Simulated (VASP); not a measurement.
# Cu (Fm-3m) in VASP: a series of runs

The runs below take Cu through relaxation of cell and atoms, with PBEsol, PBE.

All numbers are computed with VASP 6.6.1; they aren't measurements. Logs are shortened: lines on timing, memory, paths and dates and some standing lists are left out, and cuts for length are marked.

## (1) The crystal as given

It takes space group Fm-3m (No. 225, cubic). Conventional cell: a = 3.615 Å, b = 3.615 Å, c = 3.615 Å, α = 90.00°, β = 90.00°, γ = 90.00°. Cu (site symmetry m-3m) has 12 Cu at 2.56 Å as nearest neighbours.

## (2) Relaxation of cell and atoms, PBEsol

INCAR reads:

```
ALGO     = Normal         # electronic algorithm
EDIFF    = 1E-6           # SCF threshold, eV
EDIFFG   = -0.01          # ionic threshold
ENCUT    = 600            # plane-wave cutoff, eV
GGA      = PS             # functional
IBRION   = 2              # ionic algorithm
ISIF     = 3              # what is computed and relaxed
ISMEAR   = 1              # smearing method
LASPH    = T              # aspherical terms in the spheres
LCHARG   = F              # write CHGCAR
LREAL    = F              # projectors in reciprocal space
LWAVE    = F              # write WAVECAR
NELM     = 80             # most SCF steps
NSW      = 90             # ionic steps
PREC     = Accurate       # precision mode
SIGMA    = 0.1            # smearing width, eV
```

KPOINTS reads:

```
k-points
0
Gamma
  18 18 18
```

POSCAR reads:

```
Cu
1.0
    0.0000000000      1.8075000000      1.8075000000
    1.8075000000      0.0000000000      1.8075000000
    1.8075000000      1.8075000000      0.0000000000
Cu
1
Direct
    0.0000000000      0.0000000000      0.0000000000
```

Potentials or basis: VASP PAW PBE potentials, release 64 (Cu).

Command:

```console
cat potpaw_PBE.64/Cu/POTCAR > POTCAR
mpirun -np 1 vasp_std > vasp.out
```

OUTCAR:

```text
EDIFF = 1E-6
   EDIFFG = -0.01
   ENCUT = 600
   GGA = PS
   IBRION = 2
   ISIF = 3
   ISMEAR = 1
   LASPH = T
   LREAL = F
   NELM = 80
   NSW = 90
   PREC = Accurate

 ion  position               nearest neighbor table
   1  0.000  0.000  0.000-

  LATTYP: Found a face centered cubic cell.
 ALAT       =     3.6150000000

  Lattice vectors:

 A1 = (   0.0000000000,   1.8075000000,   1.8075000000)
 A2 = (   1.8075000000,   0.0000000000,   1.8075000000)
 A3 = (   1.8075000000,   1.8075000000,   0.0000000000)

Analysis of symmetry for initial positions (statically):
=====================================================================
 Subroutine PRICEL returns:
 Original cell was already a primitive cell.

 Routine SETGRP: Setting up the symmetry group for a
 face centered cubic supercell.

 Subroutine GETGRP returns: Found 48 space group operations
 (whereof 48 operations were pure point group operations)
 out of a pool of 48 trial point group operations.

The static configuration has the point symmetry O_h .

Analysis of symmetry for dynamics (positions and initial velocities):
=====================================================================
 Subroutine PRICEL returns:
 Original cell was already a primitive cell.

 Routine SETGRP: Setting up the symmetry group for a
 face centered cubic supercell.

 Subroutine GETGRP returns: Found 48 space group operations
 (whereof 48 operations were pure point group operations)
 out of a pool of 48 trial point group operations.

The dynamic configuration has the point symmetry O_h .

 Subroutine INISYM returns: Found 48 space group operations
 (whereof 48 operations are pure point group operations),
 and found     1 'primitive' translations

----------------------------------------------------------------------------------------

                                     Primitive cell

  volume of cell :      11.8104

  direct lattice vectors                    reciprocal lattice vectors
     0.000000000  1.807500000  1.807500000    -0.276625173  0.276625173  0.276625173
     1.807500000  0.000000000  1.807500000     0.276625173 -0.276625173  0.276625173
     1.807500000  1.807500000  0.000000000     0.276625173  0.276625173 -0.276625173

  length of vectors
     2.556191014  2.556191014  2.556191014     0.479128854  0.479128854  0.479128854

  position of ions in fractional coordinates (direct lattice)
     0.000000000  0.000000000  0.000000000

  ion indices of the primitive-cell ions
   primitive index   ion index
                 1           1

----------------------------------------------------------------------------------------

 KPOINTS: k-points

Automatic generation of k-mesh.
 Grid dimensions read from file:
 generate k-points for:   18   18   18

 Generating k-lattice:

  Cartesian coordinates                     Fractional coordinates (reciprocal lattice)
    -0.015368065  0.015368065  0.015368065     0.055555556  0.000000000  0.000000000
     0.015368065 -0.015368065  0.015368065     0.000000000  0.055555556  0.000000000
     0.015368065  0.015368065 -0.015368065     0.000000000  0.000000000  0.055555556

  Length of vectors
     0.026618270  0.026618270  0.026618270

  Shift w.r.t. Gamma in fractional coordinates (k-lattice)
     0.000000000  0.000000000  0.000000000

 Subroutine IBZKPT returns following result:
 ===========================================

 Found    195 irreducible k-points:

 Following reciprocal coordinates:
            Coordinates               Weight
  0.000000  0.000000  0.000000      1.000000
  0.055556  0.000000  0.000000      8.000000
  0.111111  0.000000  0.000000      8.000000
  0.166667  0.000000  0.000000      8.000000
  0.222222  0.000000  0.000000      8.000000
  0.277778  0.000000  0.000000      8.000000
[... 16 lines left out ...]
 -0.277778  0.055556  0.000000     24.000000
 -0.222222  0.055556  0.000000     24.000000
 [... further k-points ...]
   k-points           NKPTS =    195   k-points in BZ     NKDIM =    195   number of bands    NBANDS=      9
   number of dos      NEDOS =    301   number of ions     NIONS =      1
   total plane-waves  NPLWV =   8000
   dimension x,y,z NGX =    20 NGY =   20 NGZ =   20
   dimension x,y,z NGXF=    40 NGYF=   40 NGZF=   40
   ions per type =               1
   NGX,Y,Z   is equivalent  to a cutoff of  13.01, 13.01, 13.01 a.u.
   NGXF,Y,Z  is equivalent  to a cutoff of  26.01, 26.01, 26.01 a.u.
 SYSTEM =  unknown system
   PREC   = accura    normal or accurate (medium, high low for compatibility)
   ISTART =      0    job   : 0-new  1-cont  2-samecut
   ICHARG =      2    charge: 1-file 2-atom 10-const
   ISPIN  =      1    spin polarized calculation?
   LNONCOLLINEAR =      F non collinear calculations
   LSORBIT =      F    spin-orbit coupling
   LASPH  =      T    aspherical Exc in radial PAW
   ENCUT  =  600.0 eV  44.10 Ry    6.64 a.u.   5.11  5.11  5.11*2*pi/ulx,y,z
   NELM   =     80;   NELMIN=  2; NELMDL= -5     # of ELM steps
   EDIFF  = 0.1E-05   stopping-criterion for ELM
   LREAL  =      F    real-space projection
   EDIFFG = -.1E-01   stopping-criterion for IOM
   NSW    =     90    number of steps for IOM
   IBRION =      2    ionic relax: 0-MD 1-quasi-New 2-CG
   NFREE  =      1    steps in history (QN), initial steepest desc. (CG)
   ISIF   =      3    stress and relaxation
   ISYM   =      2    0-nonsym 1-usesym 2-fastsym
   POTIM  = 0.5000    time-step for ionic-motion
   TEBEG  =    0.0;   TEEND  =   0.0 temperature during run
   PSTRESS=    0.0 pullay stress
   NELECT =      11.0000    total number of electrons
   NUPDOWN=      -1.0000    fix difference up-down
   EMIN   =  10.00;   EMAX   =-10.00  energy-range for DOS
   EFERMI =   0.00;   METHOD = LEGACY
   ISMEAR =     1;   SIGMA  =   0.10  broadening in eV -4-tet -1-fermi 0-gaus
   EFERMI_NEDOS =   21; number of points for ismear=-14 and -15
   IALGO  =     38    algorithm
   IMIX   =      4    mixing-type and parameters
     AMIX     =   0.40;   BMIX     =  1.00
     AMIX_MAG =   1.60;   BMIX_MAG =  1.00
  volume/ion in A,a.u.               =      11.81        79.70
  Fermi-wavevector in a.u.,A,eV,Ry     =   1.598763  3.021224 34.777078  2.556043
  Thomas-Fermi vector in A             =   2.696162
   LORBIT       =      0    0 simple, 1 ext, 2 COOP (PROOUT), +10 PAW based schemes
   GGA     = PS    functional components
   LHFCALC =     F    Hartree Fock is set to
   AEXX    =    0.0000 exact exchange contribution
   IVDW    =     0    specifies the selected vdW correction
   LEPSILON=     F    determine dielectric tensor
   LRPA    =     F    only Hartree local field effects (RPA)
 conjugate gradient relaxation of ions
 non-spin polarized calculation
 Methfessel and Paxton  Order N= 1 SIGMA  =   0.10
  energy-cutoff  :      600.00
  volume of cell :       11.81
 maximum number of plane-waves:       411
   NGX = 11   NGY = 11   NGZ = 11

--------------------------------------- Ionic step        1  -------------------------------------------

 number of electron      11.0000001 magnetization

 Free energy of the ion-electron system (eV)
  ---------------------------------------------------
  ext. energy  EPLUGINS =         0.00000000
  ---------------------------------------------------
  free energy    TOTEN  =        -4.30072267 eV

  energy without entropy =       -4.30072400  energy(sigma->0) =       -4.30072311

------------------------ aborting loop because EDIFF is reached ----------------------------------------

  FORCE on cell =-STRESS in cart. coord.  units (eV):
  Direction    XX          YY          ZZ          XY          YZ          ZX
  --------------------------------------------------------------------------------------
  -------------------------------------------------------------------------------------
  Total       -0.4135184     -0.4135184     -0.4135184      0.0000000      0.0000000      0.0000000
  in kB      -56.0971142    -56.0971142    -56.0971142      0.0000000      0.0000000      0.0000000
  external PRESSURE =     -56.0971142 kB  Pullay stress =       0.0000000 kB
[... 55 lines left out ...]
  energy  without entropy=       -4.3056362510  energy(sigma->0) =       -4.30566008

--------------------------------------- Ionic step        3  -------------------------------------------

 number of electron      11.0000013 magnetization

 Free energy of the ion-electron system (eV)
  ---------------------------------------------------
  ext. energy  EPLUGINS =         0.00000000
  ---------------------------------------------------
  free energy    TOTEN  =        -4.30869341 eV

  energy without entropy =       -4.30864166  energy(sigma->0) =       -4.30867616

 E-fermi :   7.8342     XC(G=0): -13.1294

 val. band max:        7.8310710143   @ k =   0.5000   0.1111   0.0000
 cond. band min:       7.8705200183   @ k =  -0.4444   0.1111   0.0556
 fundamental gap:      0.0394490040
 Fermi energy:         7.8341759149

 k-point     1 :       0.0000    0.0000    0.0000
  band No.  band energies     occupation
      1      -1.8047      2.00000
      2       4.7374      2.00000
      3       4.7374      2.00000
      4       4.7374      2.00000
      5       5.6200      2.00000
      6       5.6200      2.00000
      7      30.7613      0.00000
      8      33.6717      0.00000
      9      33.6717      0.00000
[... 265 lines left out ...]
 k-point    24 :      -0.2222    0.0556    0.0000
  band No.  band energies     occupation
      1       0.3213      2.00000
      2       4.4217      2.00000
      3       4.9046      2.00000
      4       4.9459      2.00000
      5       5.5661      2.00000
      6       5.8255      2.00000
      7      21.1525      0.00000
      8      28.2554      0.00000
      9      31.9432      0.00000

 [... further k-points ...]
[... 5 lines left out ...]
  --------------------------------------------------------------------------------------
  -------------------------------------------------------------------------------------
  Total        0.0019915      0.0019915      0.0019915      0.0000000      0.0000000     -0.0000000
  in kB        0.2805739      0.2805739      0.2805739      0.0000000      0.0000000     -0.0000000
  external PRESSURE =       0.2805739 kB  Pullay stress =       0.0000000 kB
[... 16 lines left out ...]
  FREE ENERGIE OF THE ION-ELECTRON SYSTEM (eV)
  ---------------------------------------------------
  free  energy   TOTEN  =        -4.3086934129 eV

  energy  without entropy=       -4.3086416640  energy(sigma->0) =       -4.30867616

 reached required accuracy - stopping structural energy minimisation
```

Wall time 18 s (1 thread of Intel Xeon 6975P-C (Granite Rapids), shared host); peak memory 0.15 GiB.

Results:

* Free energy: -4.3087 eV
* Relaxed volume: 11.37 Å³/atom
* Relaxed cell: a = 2.524 Å, b = 2.524 Å, c = 2.524 Å, α = 60.00°, β = 60.00°, γ = 60.00°
* Space group after relaxing (to 0.05 Å): Fm-3m (No. 225)
* Energy gained by relaxing: 8.0 meV/atom
* Ionic steps: 3
* Pressure after relaxing: 0.0 GPa
* Band gap on the k mesh: none (metal or under the smearing width)

Step by step:
```tsv
step	energy change (eV)	largest force (eV/Å)	pressure (GPa)	volume (Å³)
1	0.0000	0.0000	-5.61	11.81
2	-0.0049	0.0000	3.95	11.12
3	-0.0080	0.0000	0.03	11.37
```

Final structure:
```
Cu
1.0
     0.00000    1.78486    1.78486
     1.78486    0.00000    1.78486
     1.78486    1.78486    0.00000
Cu
1
Direct
  0.00000 0.00000 0.00000
```

Levels at points of the mesh, in eV from the Fermi level:
```tsv
k point	band 3	band 4	band 5	band 6	band 7	band 8	band 9
(0.00, 0.00, 0.00)	-3.10	-3.10	-2.21	-2.21	22.93	25.84	25.84
(0.50, 0.00, 0.00)	-3.13	-1.61	-1.61	-1.11	3.98	21.40	22.65
(0.50, 0.50, 0.00)	-1.63	-1.46	-1.46	1.47	7.41	13.37	13.37
```

Caveat: the PAW data sets were made with another functional, which shifts forces and pressure a little.

[end of part 1 of 2]
